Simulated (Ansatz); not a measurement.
# CdSe (Cadmoselite): equation of state with revPBE+D3(BJ)

CdSe (Cadmoselite):

```
CELL_PARAMETERS angstrom
4.30000 0.00000 0.00000
-2.15000 3.72391 0.00000
0.00000 0.00000 7.02000
ATOMIC_POSITIONS crystal
Cd 0.66667 0.33333 0.50000
Cd 0.33333 0.66667 0.00000
Se 0.66667 0.33333 0.88500
Se 0.33333 0.66667 0.38500
```

```json
{"Program": "Ansatz 0.2.0", "Task": "equation of state", "Functional": "revPBE", "Dispersion": "D3(BJ)", "Potentials or basis": "Ansatz PAW", "Cutoff": "420 eV", "Density cutoff": "1680 eV", "k mesh": "7 × 7 × 4", "Occupations": "fermi-dirac, width 0.05 eV", "Spin": "no spin polarisation"}
```

* Equilibrium volume: 28.30 Å³/atom
* Bulk modulus at fixed shape and positions: 50 GPa
* Pressure derivative of the bulk modulus: 4.7

Energy against volume, from the lowest point:
```csv
volume (Å³/atom),energy (meV/atom)
26.416,22.33
26.978,10.46
27.540,3.18
28.102,0.00
28.665,0.47
29.227,4.22
29.789,10.88
```

All runs of the series together: 18 s on 2 threads of Intel(R) Xeon(R) 6975P-C (Granite Rapids), on a shared host.

Caveat: the potentials were made for another functional, which shifts forces and pressure; the cell was scaled at fixed shape and fractional positions, which overstates the stiffness of a crystal with free parameters, most of all of layers and chains.
